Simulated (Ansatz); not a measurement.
# GaP: the cost of one run

Method: DFT PBE, scalar-relativistic, plane waves, PAW, in Ansatz 0.2.0.

2 further runs of the same task are left out: 2 set aside as unsound or not needed.

### Step 1. The structure to begin with

The structure is trigonal, space group R-3m (No. 166). Conventional cell: a = 3.885 Å, b = 3.885 Å, c = 19.305 Å, α = 90.00°, β = 90.00°, γ = 120.00°. Ga (site symmetry 3m) has 3 P at 2.40 Å and 1 Ga at 2.49 Å as nearest neighbours. P (site symmetry 3m) has 1 P at 2.22 Å and 3 Ga at 2.40 Å as nearest neighbours.

As a file:

```
CELL_PARAMETERS angstrom
-1.94228 3.36413 0.00000
-5.82685 -3.36413 0.00000
1.94228 1.12138 6.43505
ATOMIC_POSITIONS crystal
Ga 0.50000 0.93558 0.30675
Ga 0.00000 0.43558 0.30675
Ga 0.50000 0.06442 0.69325
Ga 0.00000 0.56442 0.69325
P 0.50000 0.55751 0.17252
P 0.00000 0.05751 0.17252
P 0.50000 0.44249 0.82748
P 0.00000 0.94249 0.82748
```

It goes back to an entry of the Materials Project, which need not be the stable form.

It is built from the cell relaxed beforehand with the same method (21.02 Å³/atom).

### Step 2. The reference: the undisturbed cell on the scan's mesh

input.yaml

```yaml
crystal:
  lattice:
    - [-1.9422824023, 3.3641318034, 0.0]
    - [-5.8268472068, -3.3641318034, 0.0]
    - [1.9422824023, 1.1213772678, 6.4350460282]
  atoms:
    - { symbol: Ga, position: [0.5, 0.9355849403, 0.3067548208] }
    - { symbol: Ga, position: [0.0, 0.4355849403, 0.3067548208] }
    - { symbol: Ga, position: [0.5, 0.0644150597, 0.6932451792] }
    - { symbol: Ga, position: [0.0, 0.5644150597, 0.6932451792] }
    - { symbol: P, position: [0.5, 0.5575054017, 0.1725162051] }
    - { symbol: P, position: [0.0, 0.0575054017, 0.1725162051] }
    - { symbol: P, position: [0.5, 0.4424945983, 0.8274837949] }
    - { symbol: P, position: [0.0, 0.9424945983, 0.8274837949] }
basis:
  ecutwfc: 420
kpoints:
  mp_grid: { grid: [8, 4, 4] }
hamiltonian:
  xc: pbe
scf:
  occupations: { method: gaussian, width: 0.05 }
output:
  forces: true
  stress: true
  eigenvalues: true
  write_density: true
  write_potential: true
  elf: true
  volumetric_format: npy
```

The run is started by

```bash
> ansatz run input.yaml --threads 2 --pin off --max-ram 5120MiB --backend cpu --events-out ev --progress --plain --runs-dir out
```

What time and memory should one allow on 2 threads of Intel Xeon Platinum 8259CL at 2.50GHz (Skylake/Cascade Lake), shared host?

About 21 s, with a peak of 0.65 GiB.
